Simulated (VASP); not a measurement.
# Na (P6_3/mmc) in VASP: a series of runs

Runs on Na. Level: PBE. Tasks: single point.

Program: VASP 6.6.1. These are calculated values, not measurements. Logs are shortened: lines on timing, memory, paths and dates and some standing lists are left out, and cuts for length are marked.

**1. Starting point**

It takes space group P6_3/mmc (No. 194, hexagonal). Conventional cell: a = 3.767 Å, b = 3.767 Å, c = 6.154 Å, α = 90.00°, β = 90.00°, γ = 120.00°. Around Na (site symmetry -6m2) lie 12 Na at 3.77 Å.

This isn't the form of Na at room conditions, which is bcc.

**2. Single point, PBE**

The input, INCAR:

```
SYSTEM = Na
PREC     = Accurate       ! precision mode
ENCUT    = 460            ! plane-wave cutoff, eV
EDIFF    = 1E-6           ! SCF threshold, eV
ISMEAR   = 0              ! smearing method
SIGMA    = 0.2            ! smearing width, eV
LREAL    = .FALSE.        ! projectors in reciprocal space
LASPH    = .TRUE.         ! aspherical terms in the spheres
NELM     = 100            ! most SCF steps
ALGO     = Normal         ! electronic algorithm
ISIF     = 2              ! what is computed and relaxed
LWAVE    = .FALSE.        ! write WAVECAR
LCHARG   = .FALSE.        ! write CHGCAR
GGA      = PE             ! functional
NBANDS   = 14             ! bands
ADDGRID  = .FALSE.
```

The input, KPOINTS:

```
regular mesh
0
G
  3 3 2
  0 0 0
```

The input, POSCAR:

```
Na
1.0
    3.7670000000      0.0000000000      0.0000000000
   -1.8835000000      3.2623176961      0.0000000000
    0.0000000000      0.0000000000      6.1540000000
Na
2
Direct
    0.6607270000      0.3253030000      0.7651560000
    0.3322080000      0.6634530000      0.2738460000
```

Potentials or basis: VASP PAW PBE potentials, release 64 (Na_pv).

Run with:

```bash
> cat potpaw_PBE.64/Na_pv/POTCAR > POTCAR
> mpirun -np 1 vasp_std > vasp.out
```

OUTCAR:

```text
SYSTEM = Na
   PREC = Accurate
   ENCUT = 460
   EDIFF = 1E-6
   ISMEAR = 0
   LREAL = .FALSE.
   LASPH = .TRUE.
   NELM = 100
   ISIF = 2
   GGA = PE

 Found     10 irreducible k-points:

 Following reciprocal coordinates:
            Coordinates               Weight
  0.000000  0.000000  0.000000      1.000000
  0.333333 -0.000000  0.000000      2.000000
  0.000000  0.333333  0.000000      2.000000
 -0.333333  0.333333  0.000000      2.000000
  0.333333  0.333333  0.000000      2.000000
  0.000000  0.000000  0.500000      1.000000
   k-points           NKPTS =     10   k-points in BZ     NKDIM =     10   number of bands    NBANDS=     14
   number of dos      NEDOS =    301   number of ions     NIONS =      2
   total plane-waves  NPLWV =  37632
   dimension x,y,z NGX =    28 NGY =   28 NGZ =   48
   dimension x,y,z NGXF=    56 NGYF=   56 NGZF=   96
   ions per type =               2
   NGX,Y,Z   is equivalent  to a cutoff of  12.36, 12.36, 12.97 a.u.
   NGXF,Y,Z  is equivalent  to a cutoff of  24.71, 24.71, 25.93 a.u.
 SYSTEM =  Na
   PREC   = accura    normal or accurate (medium, high low for compatibility)
   ISTART =      0    job   : 0-new  1-cont  2-samecut
   ICHARG =      2    charge: 1-file 2-atom 10-const
   ISPIN  =      1    spin polarized calculation?
   LNONCOLLINEAR =      F non collinear calculations
   LSORBIT =      F    spin-orbit coupling
   LASPH  =      T    aspherical Exc in radial PAW
   ENCUT  =  460.0 eV  33.81 Ry    5.81 a.u.   6.59  6.59 10.76*2*pi/ulx,y,z
   NELM   =    100;   NELMIN=  2; NELMDL= -5     # of ELM steps
   EDIFF  = 0.1E-05   stopping-criterion for ELM
   LREAL  =      F    real-space projection
   EDIFFG = 0.1E-04   stopping-criterion for IOM
   NSW    =      0    number of steps for IOM
   IBRION =     -1    ionic relax: 0-MD 1-quasi-New 2-CG
   NFREE  =      0    steps in history (QN), initial steepest desc. (CG)
   ISIF   =      2    stress and relaxation
   ISYM   =      2    0-nonsym 1-usesym 2-fastsym
   POTIM  = 0.5000    time-step for ionic-motion
   TEBEG  =    0.0;   TEEND  =   0.0 temperature during run
   PSTRESS=    0.0 pullay stress
   NELECT =      14.0000    total number of electrons
   NUPDOWN=      -1.0000    fix difference up-down
   EMIN   =  10.00;   EMAX   =-10.00  energy-range for DOS
   EFERMI =   0.00;   METHOD = LEGACY
   ISMEAR =     0;   SIGMA  =   0.20  broadening in eV -4-tet -1-fermi 0-gaus
   EFERMI_NEDOS =   21; number of points for ismear=-14 and -15
   IALGO  =     38    algorithm
   IMIX   =      4    mixing-type and parameters
     AMIX     =   0.40;   BMIX     =  1.00
     AMIX_MAG =   1.60;   BMIX_MAG =  1.00
  volume/ion in A,a.u.               =      37.81       255.18
  Fermi-wavevector in a.u.,A,eV,Ry     =   0.933020  1.763153 11.844235  0.870527
  Thomas-Fermi vector in A             =   2.059678
   LORBIT       =      0    0 simple, 1 ext, 2 COOP (PROOUT), +10 PAW based schemes
   GGA     = PE    functional components
   LHFCALC =     F    Hartree Fock is set to
   AEXX    =    0.0000 exact exchange contribution
   IVDW    =     0    specifies the selected vdW correction
   LEPSILON=     F    determine dielectric tensor
   LRPA    =     F    only Hartree local field effects (RPA)
 non-spin polarized calculation
 Gauss-broadening in eV      SIGMA  =   0.20
  energy-cutoff  :      460.00
  volume of cell :       75.63
 maximum number of plane-waves:      1737
 NGX is ok and might be reduce to    28
   NGX = 13   NGY = 13   NGZ = 21

 number of electron      13.9999997 magnetization

 Free energy of the ion-electron system (eV)
  ---------------------------------------------------
  ext. energy  EPLUGINS =         0.00000000
  ---------------------------------------------------
  free energy    TOTEN  =        -2.73200967 eV

  energy without entropy =       -2.67254516  energy(sigma->0) =       -2.70227742

 E-fermi :  -0.2822     XC(G=0):  -6.4498

 val. band max:       -0.3608075857   @ k =   0.3333  -0.0000   0.5000
 cond. band min:       0.8248090878   @ k =   0.0000   0.0000   0.0000
 fundamental gap:      1.1856166735
 Fermi energy:        -0.2822368244

 k-point     1 :       0.0000    0.0000    0.0000
  band No.  band energies     occupation
      1     -24.6703      2.00000
      2     -24.6420      2.00000
      3     -24.6417      2.00000
      4     -24.6377      2.00000
      5     -24.6372      2.00000
      6     -24.6372      2.00000
      7      -2.9655      2.00000
      8       0.8248      0.00000
      9       1.2083      0.00000
     10      10.1404      0.00000
     11      10.1483      0.00000
     12      10.4767      0.00000
     13      10.4904      0.00000
     14      10.6407      0.00000

 k-point     2 :       0.3333   -0.0000    0.0000
  band No.  band energies     occupation
      1     -24.6611      2.00000
      2     -24.6601      2.00000
      3     -24.6554      2.00000
      4     -24.6475      2.00000
      5     -24.6420      2.00000
      6     -24.6406      2.00000
      7      -1.3657      2.00000
      8       2.2746      0.00000
      9       2.5668      0.00000
     10       3.5137      0.00000
     11       6.6768      0.00000
     12       6.8468      0.00000
     13       7.6507      0.00000
     14       8.9152      0.00000

 k-point     3 :       0.0000    0.3333    0.0000
  band No.  band energies     occupation
      1     -24.6610      2.00000
      2     -24.6602      2.00000
      3     -24.6556      2.00000
      4     -24.6472      2.00000
      5     -24.6423      2.00000
      6     -24.6405      2.00000
      7      -1.3657      2.00000
      8       2.2744      0.00000
      9       2.5619      0.00000
     10       3.5218      0.00000
     11       6.6759      0.00000
     12       6.8533      0.00000
     13       7.6506      0.00000
     14       8.8942      0.00000

 k-point     4 :      -0.3333    0.3333    0.0000
  band No.  band energies     occupation
      1     -24.6610      2.00000
      2     -24.6602      2.00000
      3     -24.6555      2.00000
      4     -24.6473      2.00000
      5     -24.6421      2.00000
      6     -24.6406      2.00000
      7      -1.3657      2.00000
      8       2.2745      0.00000
      9       2.5643      0.00000
     10       3.5178      0.00000
     11       6.6763      0.00000
     12       6.8500      0.00000
     13       7.6507      0.00000
     14       8.9045      0.00000

 k-point     5 :       0.3333    0.3333    0.0000
  band No.  band energies     occupation
      1     -24.6615      2.00000
      2     -24.6570      2.00000
      3     -24.6569      2.00000
      4     -24.6518      2.00000
      5     -24.6503      2.00000
      6     -24.6498      2.00000
      7       1.5675      0.00000
      8       1.7523      0.00000
      9       1.7576      0.00000
     10       5.1726      0.00000
     11       5.1752      0.00000
     12       5.2664      0.00000
     13       5.3213      0.00000
     14       6.5892      0.00000

 k-point     6 :       0.0000    0.0000    0.5000
  band No.  band energies     occupation
      1     -24.6558      2.00000
      2     -24.6523      2.00000
      3     -24.6399      2.00000
      4     -24.6397      2.00000
      5     -24.6392      2.00000
      6     -24.6390      2.00000
      7      -1.9667      2.00000
      8      -1.9296      2.00000
      9       5.7215      0.00000
     10       5.7303      0.00000
     11      10.7150      0.00000
     12      10.7212      0.00000
     13      10.7340      0.00000
     14      10.7418      0.00000

 [... further k-points ...]

------------------------ aborting loop because EDIFF is reached ----------------------------------------

  FORCE on cell =-STRESS in cart. coord.  units (eV):
  Direction    XX          YY          ZZ          XY          YZ          ZX
  --------------------------------------------------------------------------------------
  -------------------------------------------------------------------------------------
  Total       -0.0665521     -0.0562245     -0.2593746     -0.0033117      0.0003731      0.0003913
  in kB       -1.4099142     -1.1911241     -5.4948857     -0.0701594      0.0079042      0.0082906
  external PRESSURE =      -2.6986413 kB  Pullay stress =       0.0000000 kB

 VOLUME and BASIS-vectors are now :
 -----------------------------------------------------------------------------
  energy-cutoff  :      460.00
  volume of cell :       75.63
      direct lattice vectors                 reciprocal lattice vectors
     3.767000000  0.000000000  0.000000000     0.265463233  0.153265269  0.000000000
    -1.883500000  3.262317696  0.000000000     0.000000000  0.306530538  0.000000000
     0.000000000  0.000000000  6.154000000     0.000000000  0.000000000  0.162495938

 POSITION                                       TOTAL-FORCE (eV/Angst)
 -----------------------------------------------------------------------------------
      1.87625      1.06124      4.70877         0.000938      0.002289      0.010219
      0.00181      2.16439      1.68525        -0.000938     -0.002289     -0.010219
 -----------------------------------------------------------------------------------
    total drift:                               -0.000048      0.000082     -0.000053

  FREE ENERGIE OF THE ION-ELECTRON SYSTEM (eV)
  ---------------------------------------------------
  free  energy   TOTEN  =        -2.7320096741 eV

  energy  without entropy=       -2.6725451627  energy(sigma->0) =       -2.70227742
```

It took 8 s on 1 thread of Intel Xeon Platinum 8488C (Sapphire Rapids), shared host; peak memory 0.17 GiB.

These settings aren't checked as converged: the numbers below hold their error.

What came out:

```
Free energy            : -2.7320 eV
Pressure               : -0.3 GPa
Largest force          : 0.011 eV/Å
Band gap on the k mesh : none (metal or under the smearing width)
```

Caveat: the k mesh is coarse (spacing up to 0.64 Å⁻¹), so the values aren't converged.

(Continued in part 2 of 2.)
